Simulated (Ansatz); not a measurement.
Input and output for Ba (sc type): DFT, PBE, all-electron LAPW, scalar-relativistic (Ansatz 0.2.0). This run: sc relaxed under pressure.

The cell comes from a relaxation on PAW files under the same functional, begun from a prototype that needn't be the stable phase.

Command: `ansatz run input.yaml --threads 1 --pin off --max-ram 3584MiB --backend cpu --events-out ev --progress --plain --runs-dir out` It took 9.5 s on 1 thread of Arm Neoverse V2, on a shared host, peak memory 0.28 GiB.

```yaml
crystal:
  lattice:
    - [3.153602962, 0.0, 0.0]
    - [0.0, 3.153602962, 0.0]
    - [0.0, 0.0, 3.153602962]
  atoms:
    - { symbol: Ba, position: [0.0, 0.0, 0.0] }
kpoints:
  mp_grid: { grid: [12, 12, 12] }
scf:
  occupations: { method: fermi_dirac, width: 0.05 }
hamiltonian:
  xc: pbe
  pseudopotentials: { kind: all_electron, lapw: { basis_error: 0.0005 } }
output:
  forces: true
  stress: true
  eigenvalues: true
relax:
  f_tol: 0.005
  max_steps: 12
  cell: { p_target: 14.0, stress_tol: 0.03 }
```

Output:

```
The last accepted step is kept in <dir> (removed where the run ends without a failure and the disk answers)
LAPW: plane waves up to 6.973 Å⁻¹, error target 5.0e-4 eV per atom; small_component_spin mean_spin; Ba in spheres of 1.529 Å, 28 of its electrons in bands, Dirac shells [] (how accurate: hamiltonian.pseudopotentials.lapw.basis_error, Limitations)
Engine: ansatz 0.2.0
Pseudopotentials: kind: all_electron
Pseudopotential: Ba, LAPW, valence charge 28, lapw/all_electron/scalar/gaussian/Ba, Koelling and Harmon's equation, gaussian nucleus
Functional definition: PBE
  parameter kappa = 0.804
  parameter beta = 0.06672455060314922
  exchange = pbe_x(kappa = kappa, mu = beta*pi^2/3)
  correlation = pbe_c(beta = beta)
Crystal: 1 atoms, lattice volume = 31.363 Å³
Basis set: ecut = 185.23760919741852 eV, 179 PW (Γ), exchange–correlation at level 2
Bands: 18, of which v1, the nominal top of the filled ones, is band 14 counted from 1 (13 counted from 0)
Symmetry: 48 space group operations
Space group: Pm-3m (ITA 221), of the structure as read, at distance tolerance 3.2e-5 Å
k-points: 84 of 1728
Non-local potential: Ba, projectors of the file, none
Initial density: superposition of atomic densities (chi_scale 0.1, normalization cell)
Initial wavefunctions: plane waves of lowest kinetic energy (no species holds an atomic orbital)
Functional: x = pbe(κ = 0.804, μ = 0.2195149727645171), c = pbe(β = 0.06672455060314922)
iter 1 solved again at ethr=2.93e-5 eV; its pass at ethr=1.00e-1 eV (dr2=8.20e-3 eV) is discarded
SCF iter   1: F=—  HF=-221371.229541 eV  |F-HF|=—  |Δ(HF+E_count)|=         —  Δρ=3.97e-3  dr2=8.18e-3  ethr=2.93e-5  ⟨swp⟩=3.6  Hψ=10703  notcnv=0
preconditioner: auto → none  [metal: Δε(μ)=0.015 eV  Ē_g=13.685 eV  σ=0.050 eV  W_gap=0.07  n_scr=6 (ndim 8)  ℏωp=18.8 eV  f_vac=0.000  D(μ)=1.27/eV (n_scr^D=6)  sad-step TF]
iter 2 solved again at ethr=1.70e-6 eV; its pass at ethr=2.92e-5 eV (dr2=4.75e-4 eV) is discarded
SCF iter   2: F=—  HF=-221371.168687 eV  |F-HF|=—  |Δ(HF+E_count)|=   6.09e-2  Δρ=1.28e-3  dr2=4.75e-4  ethr=1.70e-6  ⟨swp⟩=2.0  Hψ=8443  notcnv=0
SCF iter   3: F=—  HF=-221371.166219 eV  |F-HF|=—  |Δ(HF+E_count)|=         —  Δρ=6.07e-4  dr2=6.88e-5  ethr=1.70e-6  ⟨swp⟩=3.0  Hψ=5210  notcnv=0
the basis was enlarged: its passes take 177.9 KiB over the memory plan, 1 of 1 planned eigensolver slots
SCF iter   4: F=—  HF=-221371.166406 eV  |F-HF|=—  |Δ(HF+E_count)|=   1.86e-4  Δρ=1.92e-4  dr2=7.68e-6  ethr=2.46e-7  ⟨swp⟩=3.0  Hψ=4975  notcnv=0
SCF iter   5: F=-221371.166425 eV  HF=-221371.166425 eV  |F-HF|=3.97e-8  |Δ(HF+E_count)|=   1.99e-5  Δρ=1.49e-5  dr2=5.68e-8  ethr=2.74e-8  ⟨swp⟩=3.0  Hψ=4973  notcnv=0
SCF 1 converged in 5 iterations: F = -221371.166425 eV  dr2 = 5.68e-8
relax step   1: F+E_penalty+E_count = -221371.16642545 eV  Δ(F+E_penalty+E_count) = +0.000e0 eV  max|allowed force component| = 0.000e0 eV/Å  Δτ_max = 0.0000 Å  P = +14.005 GPa  Ω = 31.363 Å³  (5 SCF iters, accepted)
Initial density: handed on by an earlier stage of this run
Initial wavefunctions: those handed on with the density
iter 1 solved again at ethr=4.13e-8 eV; its pass at ethr=1.00e-1 eV (dr2=1.16e-5 eV) is discarded
SCF iter   1: F=—  HF=-221371.166423 eV  |F-HF|=—  |Δ(HF+E_count)|=         —  Δρ=1.46e-5  dr2=5.29e-8  ethr=4.13e-8  ⟨swp⟩=8.1  Hψ=9257  notcnv=0
preconditioner: auto → none  [metal: Δε(μ)=0.036 eV  Ē_g=13.778 eV  σ=0.050 eV  W_gap=0.18  n_scr=6 (ndim 8)  ℏωp=18.8 eV  f_vac=0.000  D(μ)=1.12/eV (n_scr^D=6)]
SCF iter   2: F=-221371.166425 eV  HF=-221371.166425 eV  |F-HF|=1.25e-8  |Δ(HF+E_count)|=   2.69e-6  Δρ=7.67e-6  dr2=1.41e-8  ethr=1.89e-10  ⟨swp⟩=2.8  Hψ=4917  notcnv=0
SCF 2 converged in 2 iterations: F = -221371.166425 eV  dr2 = 1.41e-8
relax step   2: F+E_penalty+E_count = -221371.16642545 eV  Δ(F+E_penalty+E_count) = -6.432e-9 eV  max|allowed force component| = 0.000e0 eV/Å  Δτ_max = 0.0000 Å  P = +14.005 GPa  Ω = 31.363 Å³  stress off target by 4.73e-3 GPa  SCF on the basis re-selected at this cell (its energy is not comparable with the rows above)  (2 SCF iters)
basis re-selected at this cell: Δ(F+E_penalty+E_count) = -6.432e-9 eV, ΔP = +0.000 GPa vs the last step (what re-selecting the basis moved, after the strain that the cell walked since its last selection, with what the two solves' SCF thresholds leave and, on support functions, any second-order correction that the steps lacked; it is no measure of the basis error at this ecutwfc). This SCF's stress stands 4.73e-3 GPa from its target on what of the cell is left free (relax.cell.stress_tol is 3.00e-2 GPa) and its largest allowed force component is 0.00e0 eV/Å (relax.f_tol is 5.00e-3 eV/Å): within both
SCF converged after 2 iterations
Free energy (F): -221371.166425 eV
Harris-Foulkes:  -221371.166425 eV  (|F-HF|=1.25e-8)
Internal energy: -221371.156718 eV  (E = F + TS)
E sigma→0 (E₀):  -221371.161572 eV
Entropy (-TS):   -0.009707 eV (-9.707 meV/atom)
Fermi energy:    16.957355 eV
--- Per-component energies (eV) ---
  E_band       = -2036.109191
  E_kinetic    = 235882.412143
  E_xc         = -5397.373779
  E_electrostatic = -451856.195082  (all electrons and nuclei)
  E_smearing   = -0.009707  (= −TS)
  E_closure    = 0.000000  (closes the sum)
  E_atoms      = -221370.400070  (free atoms, spherical and without spin; not in F)
  Σ components = -221371.166425   (vs F -221371.166425, Δ=0.00e0)
  Basis errors (estimates in eV, not in F): energy 2.7e-4 per atom: plane waves 2.5e-4 (1.4e-4 summed), levels above the bands 5.7e-42, relativity 7.9e-9, radial functions 1.8e-5, core shells 7.4e-12; eigenvalues (radial functions only) 1.4e-7; not estimated: angular momenta, meshes, grids; target (lapw.basis_error) 5.0e-4; muffin-tin radii Ba 1.529 Å
--- Forces (eV/Å), atoms counted from 1 ---
  atom   1  Ba    -0.00000000    -0.00000000    -0.00000000
  max |Σ_I F_I| component: 9.86e-32 eV/Å
--- Stress (GPa, compression-positive) ---
       14.004728       0.000000       0.000000
        0.000000      14.004728       0.000000
        0.000000       0.000000      14.004728
  P = ⅓ Tr σ = 14.0047 GPa (140.047 kbar)
--- Band table (eV; the first three rows and the last of 84) ---
  k-point 0: bands = ["-221.2165", "-158.3396", "-158.3396", "-158.3396", "-67.1334", "-67.1334", "-67.1152", "-67.1152", "-67.1152", "-12.3294", "4.5280", "4.5280", "4.5280", "14.8979", "16.0949", "16.0949", "23.6585", "23.6585"]
  k-point 1: bands = ["-221.2165", "-158.3396", "-158.3396", "-158.3396", "-67.1334", "-67.1332", "-67.1152", "-67.1152", "-67.1151", "-12.2938", "4.1987", "4.5558", "4.5558", "15.1121", "16.1542", "16.4876", "23.5435", "23.5638"]
  k-point 2: bands = ["-221.2165", "-158.3396", "-158.3396", "-158.3396", "-67.1334", "-67.1326", "-67.1153", "-67.1153", "-67.1151", "-12.1941", "3.3980", "4.6329", "4.6329", "15.5097", "16.3255", "17.6867", "23.0444", "23.0444"]
  k-point 83: bands = ["-221.2165", "-158.3396", "-158.3396", "-158.3396", "-67.1281", "-67.1281", "-67.1164", "-67.1164", "-67.1164", "-10.6206", "2.1247", "2.1247", "2.1247", "15.6791", "15.6791", "15.6791", "19.6490", "24.1740"]
--- Relaxed structure (1 steps of the walk, 1 accepted, 1 SCFs on fresh bases) ---
  F+E_penalty+E_count = -221371.16642545 eV   max|allowed force component| = 0.000e0 eV/Å   (the final SCF, on the basis selected at the relaxed cell)
  cell:  # Å, volume = 31.3632 Å³
    - [3.153602962, 0.0, 0.0]
    - [0.0, 3.153602962, 0.0]
    - [0.0, 0.0, 3.153602962]
  atoms:
    - { symbol: Ba, position: [0.0, 0.0, 0.0] }
```

Next run (omega relaxed under pressure), as changes to the input before:

```diff
   lattice:
-    - [3.153602962, 0.0, 0.0]
-    - [0.0, 3.153602962, 0.0]
-    - [0.0, 0.0, 3.153602962]
+    - [5.5656929186, 0.0, 0.0]
+    - [-2.7828464593, 4.8200314571, 0.0]
+    - [0.0, 0.0, 3.4365263573]
   atoms:
+    - { symbol: Ba, position: [0.3333333333, 0.6666666667, 0.5] }
+    - { symbol: Ba, position: [0.6666666667, 0.3333333333, 0.5] }
 kpoints:
-  mp_grid: { grid: [12, 12, 12] }
+  mp_grid: { grid: [7, 7, 9] }
 scf:
```

Results part of the output:

```
basis re-selected at this cell: Δ(F+E_penalty+E_count) = -2.095e-9 eV, ΔP = +0.000 GPa vs the last step (what re-selecting the basis moved, after the strain that the cell walked since its last selection, with what the two solves' SCF thresholds leave and, on support functions, any second-order correction that the steps lacked; it is no measure of the basis error at this ecutwfc). This SCF's stress stands 9.41e-3 GPa from its target on what of the cell is left free (relax.cell.stress_tol is 3.00e-2 GPa) and its largest allowed force component is 5.55e-17 eV/Å (relax.f_tol is 5.00e-3 eV/Å): within both
SCF converged after 2 iterations
Free energy (F): -664113.938016 eV
Harris-Foulkes:  -664113.938016 eV  (|F-HF|=6.98e-9)
Internal energy: -664113.912892 eV  (E = F + TS)
E sigma→0 (E₀):  -664113.925454 eV
Entropy (-TS):   -0.025124 eV (-8.375 meV/atom)
Fermi energy:    17.308791 eV
--- Per-component energies (eV) ---
  E_band       = -6046.317070
  E_kinetic    = 707647.908655
  E_xc         = -16191.568837
  E_electrostatic = -1355570.252711  (all electrons and nuclei)
[... lines left out ...]
  k-point 1: bands = ["-220.5001", "-220.5000", "-220.4489", "-157.6336", "-157.6336", "-157.6168", "-157.6168", "-157.6168", "-157.6168", "-157.5739", "-157.5739", "-157.5623", "-66.4164", "-66.4154", "-66.4037", "-66.4037", "-66.4034", "-66.4034", "-66.3957", "-66.3957", "-66.3946", "-66.3946", "-66.3543", "-66.3543", "-66.3477", "-66.3404", "-66.3404", "-11.3257", "-10.5483", "-10.4333", "2.6423", "2.6423", "3.2320", "3.2320", "4.0927", "4.9638", "4.9835", "5.3494", "5.3494", "15.7325", "16.4398", "18.2288", "18.2288", "18.9705", "18.9705", "19.3498", "20.0028", "20.7698", "20.7698", "21.0139", "21.0139"]
  k-point 2: bands = ["-220.5001", "-220.5000", "-220.4489", "-157.6336", "-157.6336", "-157.6168", "-157.6168", "-157.6168", "-157.6168", "-157.5739", "-157.5739", "-157.5623", "-66.4162", "-66.4151", "-66.4038", "-66.4038", "-66.4034", "-66.4034", "-66.3957", "-66.3957", "-66.3946", "-66.3946", "-66.3543", "-66.3543", "-66.3474", "-66.3404", "-66.3404", "-11.2109", "-10.5094", "-10.3588", "2.7478", "2.7478", "3.4423", "3.4423", "3.4563", "4.2132", "4.3710", "5.2491", "5.2491", "16.6499", "16.9316", "16.9316", "17.8362", "18.0197", "18.0197", "20.7545", "20.7545", "20.9763", "20.9763", "20.9803", "21.1711"]
  k-point 39: bands = ["-220.5001", "-220.5000", "-220.4489", "-157.6336", "-157.6336", "-157.6168", "-157.6168", "-157.6168", "-157.6168", "-157.5739", "-157.5739", "-157.5623", "-66.4153", "-66.4151", "-66.4039", "-66.4037", "-66.4037", "-66.4035", "-66.3960", "-66.3952", "-66.3949", "-66.3942", "-66.3543", "-66.3543", "-66.3470", "-66.3405", "-66.3405", "-10.6674", "-10.5306", "-10.4621", "2.0589", "2.5281", "2.7739", "3.5779", "3.6358", "4.1886", "4.3499", "4.4970", "5.3227", "15.3447", "16.9925", "17.3588", "17.8275", "17.9585", "18.2168", "18.8457", "19.1091", "19.7289", "20.2280", "21.3311", "21.4967"]
--- Relaxed structure (1 steps of the walk, 1 accepted, 1 SCFs on fresh bases) ---
  F+E_penalty+E_count = -664113.93801645 eV   max|allowed force component| = 5.551e-17 eV/Å   (the final SCF, on the basis selected at the relaxed cell)
  cell:  # Å, volume = 92.1911 Å³
    - [5.565692918559149, 0.0, 0.0]
    - [-2.7828464592795745, 4.820031457135378, 0.0]
    - [0.0, 0.0, 3.4365263573]
  atoms:
    - { symbol: Ba, position: [0.0, 0.0, 0.0] }
    - { symbol: Ba, position: [0.33333333333333326, 0.6666666666666665, 0.5] }
    - { symbol: Ba, position: [0.6666666666666666, 0.33333333333333326, 0.5] }
```

Spin–orbit coupling is left out, which matters for the heavy atoms.
